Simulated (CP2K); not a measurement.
Wanted: the native input for a CP2K 2026.2 run.

```
Task                                : single point
Functional                          : RPBE
Potentials or basis                 : POTENTIAL_UZH Au GTH-PBE-q11, Cu GTH-PBE-q11; TZVP-MOLOPT-PBE-GTH basis
Density cutoff                      : 6803 eV
k mesh                              : 9 × 9 × 7
Occupations                         : gaussian, width 0.05 eV
Spin                                : no spin polarisation
SCF solver                          : diagonalisation with k points
Quickstep method                    : GPW
EPS_DEFAULT                         : 1.0E-10
EPS_SCF                             : 1.0E-6
MAX_SCF                             : 100
SCF_GUESS                           : ATOMIC
k points reduced by the point group : yes
Mesh centred on Gamma               : yes
CHOLESKY                            : OFF
EPS_EIGVAL                          : 1.0E-7
MIXING METHOD                       : BROYDEN_MIXING
MIXING ALPHA                        : 0.4
NBUFFER                             : 8
NGRIDS                              : 4
Basis sets                          : Au TZVP-MOLOPT-PBE-GTH-q11, Cu TZVP-MOLOPT-PBE-GTH-q11
Potentials                          : Au GTH-PBE-q11 of POTENTIAL_UZH, Cu GTH-PBE-q11 of POTENTIAL_UZH
ADDED_MOS                           : [16]
REL_CUTOFF (Ry)                     : 60 Ry
MIXING BETA (1/bohr)                : 1.5 1/bohr
CUTOFF of the grids                 : 500 Ry
```

The system is CuAu.

```
Au Cu
1.0
     2.81075    0.00000    0.00000
     0.00000    2.81075    0.00000
     0.00000    0.00000    3.68500
Au Cu
1 1
Cartesian
  0.0000 0.0000 0.0000
  1.4054 1.4054 1.8425
```

One way to write it, as run:

cuau_scf.inp

```
&GLOBAL
  PROJECT cuau_scf
  RUN_TYPE ENERGY_FORCE
  PRINT_LEVEL LOW
&END GLOBAL
&FORCE_EVAL
  METHOD QS
  STRESS_TENSOR ANALYTICAL
  &DFT
    BASIS_SET_FILE_NAME BASIS_MOLOPT_UZH
    POTENTIAL_FILE_NAME POTENTIAL_UZH
    &MGRID
      CUTOFF 500
      REL_CUTOFF 60
      NGRIDS 4
    &END MGRID
    &QS
      METHOD GPW
      EPS_DEFAULT 1.0E-10
    &END QS
    &KPOINTS
      SCHEME MONKHORST-PACK 9 9 7
      GAMMA_CENTERED T
      SYMMETRY T
      SYMMETRY_BACKEND SPGLIB
    &END KPOINTS
    &SCF
      SCF_GUESS ATOMIC
      EPS_SCF 1.0E-6
      MAX_SCF 100
      ADDED_MOS 16
      CHOLESKY OFF
      EPS_EIGVAL 1.0E-7
      &DIAGONALIZATION ON
        ALGORITHM STANDARD
      &END DIAGONALIZATION
      &MIXING ON
        METHOD BROYDEN_MIXING
        ALPHA 0.4
        BETA 1.5
        NBUFFER 8
      &END MIXING
      &SMEAR ON
        METHOD GAUSSIAN
        SIGMA [eV] 0.05
      &END SMEAR
    &END SCF
    &XC
      &XC_FUNCTIONAL
        &GGA_X_RPBE
        &END GGA_X_RPBE
        &GGA_C_PBE
        &END GGA_C_PBE
      &END XC_FUNCTIONAL
    &END XC
    &PRINT
      &KPOINTS ON
      &END KPOINTS
      &MULLIKEN ON
      &END MULLIKEN
      &MO ON
        ENERGIES T
        OCCUPATION_NUMBERS T
        &EACH
          QS_SCF 0
        &END EACH
        ADD_LAST NUMERIC
      &END MO
      &LOWDIN ON
      &END LOWDIN
      &HIRSHFELD ON
        SHAPE_FUNCTION DENSITY
      &END HIRSHFELD
    &END PRINT
  &END DFT
  &SUBSYS
    &CELL
      A 2.8107494552 0.0000000000 0.0000000000
      B 0.0000000000 2.8107494552 0.0000000000
      C 0.0000000000 0.0000000000 3.6850000000
      PERIODIC XYZ
    &END CELL
    &COORD
      SCALED
      Au  0.0000000000 0.0000000000 0.0000000000
      Cu  0.5000000000 0.5000000000 0.5000000000
    &END COORD
    &KIND Au
      BASIS_SET TZVP-MOLOPT-PBE-GTH-q11
      POTENTIAL GTH-PBE-q11
    &END KIND
    &KIND Cu
      BASIS_SET TZVP-MOLOPT-PBE-GTH-q11
      POTENTIAL GTH-PBE-q11
    &END KIND
    &PRINT
      &ATOMIC_COORDINATES ON
      &END ATOMIC_COORDINATES
      &CELL ON
      &END CELL
      &SYMMETRY ON
      &END SYMMETRY
    &END PRINT
  &END SUBSYS
  &PRINT
    &FORCES ON
    &END FORCES
    &STRESS_TENSOR ON
    &END STRESS_TENSOR
  &END PRINT
&END FORCE_EVAL
```

Potentials or basis: POTENTIAL_UZH Au GTH-PBE-q11, Cu GTH-PBE-q11; TZVP-MOLOPT-PBE-GTH basis.

Command:

```bash
$ OMP_NUM_THREADS=1 cp2k.psmp -i cuau_scf.inp -o cuau_scf.out
```

Results of the run:

```yaml
Pressure: 11.3 GPa
Band_gap_on_the_k_mesh: none (metal or under the smearing width)
Mulliken_charges: Au +0.33; Cu -0.33 e
Hirshfeld_charges: Au +0.15; Cu -0.15 e
```

Caveat: Mulliken charges move with the basis; the potentials were made for another functional, which shifts forces and pressure; the basis of atomic orbitals isn't converged, which shifts pressures, moduli and gaps.

Run time: 5.6 min on 1 thread of AMD EPYC 7571 (shared host), peak memory 0.49 GiB.
